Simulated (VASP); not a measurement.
# PtSe2 (P-3m1) in VASP: further runs

The runs below take PtSe2 through relaxation of cell and atoms, vibrations by finite differences, with PBE+D3(BJ).

All numbers are computed with VASP 6.6.1; they aren't measurements. Logs are shortened: lines on timing, memory, paths and dates and some standing lists are left out, and cuts for length are marked.

**1. The structure**

The structure is trigonal, space group P-3m1 (No. 164). Conventional cell: a = 3.724 Å, b = 3.724 Å, c = 5.062 Å, α = 90.00°, β = 90.00°, γ = 120.00°. Pt (site symmetry -3m) has 6 Se at 2.49 Å as nearest neighbours. Se (site symmetry 3m) has 3 Pt at 2.49 Å as nearest neighbours.

**2. Relaxation of cell and atoms, PBE+D3(BJ)**

File INCAR:

```
  ALGO = Normal
  EDIFF = 1E-7
  EDIFFG = -0.002
  ENCUT = 520
  GGA = PE
  IBRION = 2
  ISIF = 3
  ISMEAR = 0
  IVDW = 12
  LASPH = True
  LCHARG = False
  LREAL = False
  LWAVE = False
  NELM = 100
  NSW = 80
  PREC = Accurate
  SIGMA = 0.02
```

File KPOINTS:

```
k-points
0
Gamma
  3 3 1
```

File POSCAR:

```
PtSe2
1.0
    3.7240000000      0.0000000000      0.0000000000
   -1.8620000000      3.2250786000      0.0000000000
    0.0000000000      0.0000000000      5.0620000000
Pt Se
1 2
Direct
    0.0000000000      0.0000000000      0.0000000000
    0.3333333300      0.6666666700      0.2500000000
    0.6666666700      0.3333333300      0.7500000000
```

Potentials or basis: VASP PAW PBE potentials, release 64 (Pt, Se).

On the command line:

```bash
cat potpaw_PBE.64/Pt/POTCAR potpaw_PBE.64/Se/POTCAR > POTCAR
mpirun -np 4 vasp_std > vasp.out
```

OUTCAR:

```text
EDIFF = 1E-7
   EDIFFG = -0.002
   ENCUT = 520
   GGA = PE
   IBRION = 2
   ISIF = 3
   ISMEAR = 0
   IVDW = 12
   LASPH = True
   LREAL = False
   NELM = 100
   NSW = 80
   PREC = Accurate
 IVDW          = 12

 ion  position               nearest neighbor table
   1  0.000  0.000  0.000-   2 2.49   3 2.49   2 2.49   3 2.49   3 2.49   2 2.49
   2  0.333  0.667  0.250-   1 2.49   1 2.49   1 2.49
   3  0.667  0.333  0.750-   1 2.49   1 2.49   1 2.49

  LATTYP: Found a hexagonal cell.
 ALAT       =     3.7240000000
 C/A-ratio  =     1.3592910849

  Lattice vectors:

 A1 = (   3.7240000000,   0.0000000000,   0.0000000000)
 A2 = (  -1.8620000000,   3.2250786000,   0.0000000000)
 A3 = (   0.0000000000,   0.0000000000,   5.0620000000)

Analysis of symmetry for initial positions (statically):
=====================================================================
 Subroutine PRICEL returns:
 Original cell was already a primitive cell.

 Routine SETGRP: Setting up the symmetry group for a
 hexagonal supercell.

 Subroutine GETGRP returns: Found 12 space group operations
 (whereof 12 operations were pure point group operations)
 out of a pool of 24 trial point group operations.

The static configuration has the point symmetry D_3d.

Analysis of symmetry for dynamics (positions and initial velocities):
=====================================================================
 Subroutine PRICEL returns:
 Original cell was already a primitive cell.

 Routine SETGRP: Setting up the symmetry group for a
 hexagonal supercell.

 Subroutine GETGRP returns: Found 12 space group operations
 (whereof 12 operations were pure point group operations)
 out of a pool of 24 trial point group operations.

The dynamic configuration has the point symmetry D_3d.

 Subroutine INISYM returns: Found 12 space group operations
 (whereof 12 operations are pure point group operations),
 and found     1 'primitive' translations

----------------------------------------------------------------------------------------

                                     Primitive cell

  volume of cell :      60.7956

  direct lattice vectors                    reciprocal lattice vectors
     3.724000000  0.000000000  0.000000000     0.268528464  0.155034981  0.000000000
    -1.862000000  3.225078600  0.000000000     0.000000000  0.310069962  0.000000000
     0.000000000  0.000000000  5.062000000     0.000000000  0.000000000  0.197550375

  length of vectors
     3.724000000  3.723999997  5.062000000     0.310069962  0.310069962  0.197550375

  position of ions in fractional coordinates (direct lattice)
     0.000000000  0.000000000  0.000000000
[... 52 lines left out ...]
   ISPIN  =      1    spin polarized calculation?
   LNONCOLLINEAR =      F non collinear calculations
   LSORBIT =      F    spin-orbit coupling
   LASPH  =      T    aspherical Exc in radial PAW
   ENCUT  =  520.0 eV  38.22 Ry    6.18 a.u.   6.92  6.92  9.41*2*pi/ulx,y,z
   NELM   =    100;   NELMIN=  2; NELMDL= -5     # of ELM steps
   EDIFF  = 0.1E-06   stopping-criterion for ELM
   LREAL  =      F    real-space projection
   EDIFFG = -.2E-02   stopping-criterion for IOM
   NSW    =     80    number of steps for IOM
   IBRION =      2    ionic relax: 0-MD 1-quasi-New 2-CG
   NFREE  =      1    steps in history (QN), initial steepest desc. (CG)
   ISIF   =      3    stress and relaxation
   ISYM   =      2    0-nonsym 1-usesym 2-fastsym
   POTIM  = 0.5000    time-step for ionic-motion
   TEBEG  =    0.0;   TEEND  =   0.0 temperature during run
   PSTRESS=    0.0 pullay stress
   NELECT =      22.0000    total number of electrons
   NUPDOWN=      -1.0000    fix difference up-down
   EMIN   =  10.00;   EMAX   =-10.00  energy-range for DOS
   EFERMI =   0.00;   METHOD = LEGACY
   ISMEAR =     0;   SIGMA  =   0.02  broadening in eV -4-tet -1-fermi 0-gaus
   EFERMI_NEDOS =   21; number of points for ismear=-14 and -15
   IALGO  =     38    algorithm
   IMIX   =      4    mixing-type and parameters
     AMIX     =   0.40;   BMIX     =  1.00
     AMIX_MAG =   1.60;   BMIX_MAG =  1.00
  volume/ion in A,a.u.               =      20.27       136.76
  Fermi-wavevector in a.u.,A,eV,Ry     =   1.166608  2.204570 18.517184  1.360975
  Thomas-Fermi vector in A             =   2.303119
   LORBIT       =      0    0 simple, 1 ext, 2 COOP (PROOUT), +10 PAW based schemes
   GGA     = PE    functional components
   LHFCALC =     F    Hartree Fock is set to
   AEXX    =    0.0000 exact exchange contribution
   IVDW    =    12    specifies the selected vdW correction
   LEPSILON=     F    determine dielectric tensor
   LRPA    =     F    only Hartree local field effects (RPA)
 conjugate gradient relaxation of ions
 non-spin polarized calculation
 Gauss-broadening in eV      SIGMA  =   0.02
  energy-cutoff  :      520.00
  volume of cell :       60.80
 maximum number of plane-waves:      1639
 NGX is ok and might be reduce to    28
   NGX = 13   NGY = 13   NGZ = 19

--------------------------------------- Ionic step        1  -------------------------------------------

 number of electron      21.9999999 magnetization

 Free energy of the ion-electron system (eV)
  ---------------------------------------------------
  ext. energy  EPLUGINS =         0.00000000
  ---------------------------------------------------
  free energy    TOTEN  =       -14.39605394 eV

  energy without entropy =      -14.39205923  energy(sigma->0) =      -14.39405659

------------------------ aborting loop because EDIFF is reached ----------------------------------------

 Edisp (eV)   -1.43094

 E8    (eV) :    -0.6140
[... 108 lines left out ...]
  FREE ENERGIE OF THE ION-ELECTRON SYSTEM (eV)
  ---------------------------------------------------
  free  energy   TOTEN  =       -15.8484146325 eV

  energy  without entropy=      -15.8444199308  energy(sigma->0) =      -15.84641728

[... ionic steps 4 to 9 ...]

--------------------------------------- Ionic step       10  -------------------------------------------

 number of electron      22.0000000 magnetization

------------------------ aborting loop because EDIFF is reached ----------------------------------------
[... 77 lines left out ...]
--------------------------------------- Ionic step       12  -------------------------------------------

 number of electron      21.9999999 magnetization

 Free energy of the ion-electron system (eV)
  ---------------------------------------------------
  ext. energy  EPLUGINS =         0.00000000
  ---------------------------------------------------
  free energy    TOTEN  =       -14.40715035 eV

  energy without entropy =      -14.40315565  energy(sigma->0) =      -14.40515300

 E-fermi :   6.6666     XC(G=0): -10.8260

 val. band max:        5.8197366077   @ k =   0.0000   0.0000   0.0000
 cond. band min:       6.6761595390   @ k =   0.3333   0.3333   0.0000
 fundamental gap:      0.8564229313
 Fermi energy:         6.6666208918

 k-point     1 :       0.0000    0.0000    0.0000
  band No.  band energies     occupation
      1      -8.9459      2.00000
      2      -6.0227      2.00000
      3      -0.5546      2.00000
      4       0.5133      2.00000
      5       0.5133      2.00000
      6       2.8424      2.00000
[... 80 lines left out ...]
  FREE ENERGIE OF THE ION-ELECTRON SYSTEM (eV)
  ---------------------------------------------------
  free  energy   TOTEN  =       -15.8781991234 eV

  energy  without entropy=      -15.8742044217  energy(sigma->0) =      -15.87620177

 reached required accuracy - stopping structural energy minimisation
```

OSZICAR:

```text
N       E                     dE             d eps       ncg     rms          rms(c)
DAV:   1     0.108376624483E+03    0.10838E+03   -0.10448E+04   104   0.121E+03
DAV:   2    -0.113071897506E+02   -0.11968E+03   -0.11662E+03   112   0.227E+02
DAV:   3    -0.152226868741E+02   -0.39155E+01   -0.39091E+01   128   0.433E+01
[... 106 lines left out ...]
DAV:   1    -0.144071609414E+02   -0.34377E-03   -0.65082E-04   104   0.184E-01    0.177E-02
DAV:   2    -0.144071524131E+02    0.85282E-05   -0.22959E-05   104   0.376E-02    0.852E-03
DAV:   3    -0.144071505119E+02    0.19013E-05   -0.55090E-06   104   0.149E-02    0.331E-03
DAV:   4    -0.144071503719E+02    0.13997E-06   -0.90887E-07   112   0.836E-03    0.228E-03
DAV:   5    -0.144071503527E+02    0.19227E-07   -0.52306E-08    48   0.186E-03
  12 F= -.15878199E+02 E0= -.15876202E+02  d E =-.640383E-05
```

CONTCAR:

```text
PtSe2
   1.00000000000000
     3.7117936664321398    0.0000000000000000   -0.0000000000000000
    -1.8558968332160699    3.2145076050828552    0.0000000000000000
     0.0000000000000000    0.0000000000000000    4.9719980400839718
  Pt              Se
     1     2
Direct
     1.0000000000000000    0.0000000000000000    1.0000000000000000
     0.3333333300000021    0.6666666699999979    0.2647599021532261
     0.6666666699999979    0.3333333300000021    0.7352400978467742

  0.00000000E+00  0.00000000E+00  0.00000000E+00
  0.00000000E+00  0.00000000E+00  0.00000000E+00
  0.00000000E+00  0.00000000E+00  0.00000000E+00
```

Wall time 30 s (4 MPI ranks of AMD EPYC 7R43 (Zen 3), shared host); peak memory 0.1 GiB.

Results:

```yaml
Free_energy: -15.8782 eV
Relaxed_volume: 19.77 Å³/atom
Relaxed_cell: a = 3.712 Å, b = 3.712 Å, c = 4.972 Å, α = 90.00°, β = 90.00°, γ = 120.00°
Space_group_after_relaxing_to_0.05_Å: P-3m1 (No. 164)
Energy_gained_by_relaxing: 17.1 meV/atom
Ionic_steps: 12
Pressure_after_relaxing: 0.0 GPa
Band_gap_on_the_k_mesh: none (metal or under the smearing width)
Dispersion_energy_per_atom: -0.490 eV
```

Step by step:
| step | energy change (eV) | largest force (eV/Å) | pressure (GPa) | volume (Å³) |
| --- | --- | --- | --- | --- |
| 1 | 0.0000 | 0.7896 | 1.94 | 60.80 |
| 2 | -0.0015 | 0.1591 | -4.70 | 62.98 |
| 3 | -0.0214 | 0.2874 | -1.62 | 61.88 |
| 4 | -0.0402 | 0.1592 | -0.92 | 60.84 |
| 5 | -0.0478 | 0.0101 | -0.04 | 59.69 |
| 6 | -0.0510 | 0.0112 | -0.08 | 59.43 |
| 7 | -0.0512 | 0.0188 | -0.08 | 59.34 |
| 8 | -0.0512 | 0.0180 | -0.09 | 59.35 |
| 9 | -0.0511 | 0.0172 | 0.21 | 59.25 |
| 10 | -0.0512 | 0.0040 | 0.03 | 59.31 |
| 11 | -0.0512 | 0.0052 | 0.02 | 59.31 |
| 12 | -0.0512 | 0.0020 | 0.01 | 59.32 |

Final structure:
```
CELL_PARAMETERS angstrom
3.71179 0.00000 0.00000
-1.85590 3.21451 0.00000
0.00000 0.00000 4.97200
ATOMIC_POSITIONS crystal
Pt 0.00000 0.00000 0.00000
Se 0.33333 0.66667 0.26476
Se 0.66667 0.33333 0.73524
```

Caveat: the k mesh is coarse (spacing up to 1.24 Å⁻¹), so the values aren't converged; pairwise dispersion overbinds metals, which lowers pressure and volume. The run has no spin-orbit coupling, so splittings on Pt are missing.

**3. Relaxation of cell and atoms, PBE+D3(BJ)**

This run uses another cell than the first one, of 19.77 Å³/atom, 0.976 times its volume.

INCAR is that of step 2.

KPOINTS is that of step 2.

File POSCAR:

```
PtSe2                                   
1.0
    3.7117936664      0.0000000000     -0.0000000000
   -1.8558968332      3.2145076051      0.0000000000
    0.0000000000      0.0000000000      4.9719980401
  Pt              Se            
     1     2
Direct
     1.0000000000000000    0.0000000000000000    1.0000000000000000
     0.3333333300000021    0.6666666699999979    0.2647599021532261
     0.6666666699999979    0.3333333300000021    0.7352400978467742
```

Potentials or basis: VASP PAW PBE potentials, release 64 (Pt, Se).

On the command line:

```bash
cat potpaw_PBE.64/Pt/POTCAR potpaw_PBE.64/Se/POTCAR > POTCAR
mpirun -np 4 vasp_std > vasp.out
```

It took 5.7 s on 4 MPI ranks of AMD EPYC 7R43 (Zen 3), shared host; peak memory 0.1 GiB.

The run converged. Its results:

```
Free energy                : -15.8779 eV
Pressure after relaxing    : 0.0 GPa
Band gap on the k mesh     : none (metal or under the smearing width)
Dispersion energy per atom : -0.490 eV
```

Final structure:
```
Pt Se
1.0
     3.71179    0.00000    0.00000
    -1.85590    3.21451    0.00000
     0.00000    0.00000    4.97200
Pt Se
1 2
Direct
  0.00000 0.00000 0.00000
  0.33333 0.66667 0.26476
  0.66667 0.33333 0.73524
```

Levels at points of the mesh, in eV from the Fermi level:
| k point | band 9 | band 10 | band 11 | band 12 | band 13 | band 14 |
| --- | --- | --- | --- | --- | --- | --- |
| (0.00, 0.00, 0.00) | -0.85 | -0.85 | 0.72 | 1.26 | 1.26 | 3.63 |

Caveat: the k mesh is coarse (spacing up to 1.26 Å⁻¹), so the values aren't converged; the relaxation stopped at its first step, so nothing moved; pairwise dispersion overbinds metals, which lowers pressure and volume.

**4. Vibrations by finite differences, PBE+D3(BJ)**

This run uses another cell than the first one, of 19.77 Å³/atom, 0.976 times its volume.

File INCAR:

```
ALGO     = Normal         # electronic algorithm
EDIFF    = 1E-8           # SCF threshold, eV
ENCUT    = 520            # plane-wave cutoff, eV
GGA      = PE             # functional
IBRION   = 6              # ionic algorithm
ISIF     = 2              # what is computed and relaxed
ISMEAR   = 0              # smearing method
IVDW     = 12             # dispersion correction
LASPH    = T              # aspherical terms in the spheres
LCHARG   = F              # write CHGCAR
LREAL    = F              # projectors in reciprocal space
LWAVE    = F              # write WAVECAR
NELM     = 100            # most SCF steps
NFREE    = 2            
NSW      = 1              # ionic steps
POTIM    = 0.015          # step
PREC     = Accurate       # precision mode
SIGMA    = 0.02           # smearing width, eV
```

KPOINTS is that of step 3.

File POSCAR:

```
PtSe2                                   
1.0
    3.7117936664      0.0000000000      0.0000000000
   -1.8558968332      3.2145076051      0.0000000000
    0.0000000000      0.0000000000      4.9719980401
  Pt              Se            
     1     2
Direct
     0.0000000000000000    0.0000000000000000    0.0000000000000000
     0.3333333300000021    0.6666666699999979    0.2647599021532230
     0.6666666699999979    0.3333333300000021    0.7352400978467770
```

On the command line:

```bash
cat potpaw_PBE.64/Pt/POTCAR potpaw_PBE.64/Se/POTCAR > POTCAR
mpirun -np 4 vasp_std > vasp.out
```

Wall time 39 s (4 MPI ranks of AMD EPYC 7R43 (Zen 3), shared host); peak memory 0.1 GiB.

The run converged. Its results:

```yaml
Highest_phonon_frequency_at_Γ: 240 cm⁻¹
Dispersion_energy_per_atom: -0.490 eV
```

Phonon frequencies in cm⁻¹ (negative: imaginary):
| q point | frequencies |
| --- | --- |
| (0.000, 0.000, 0.000) | -3 0 0 118 154 154 225 240 240 |

Caveat: the k mesh is coarse (spacing up to 1.26 Å⁻¹), so the values aren't converged; pairwise dispersion overbinds metals, which lowers pressure and volume. Spin-orbit coupling is left out, which matters for the levels of Pt.
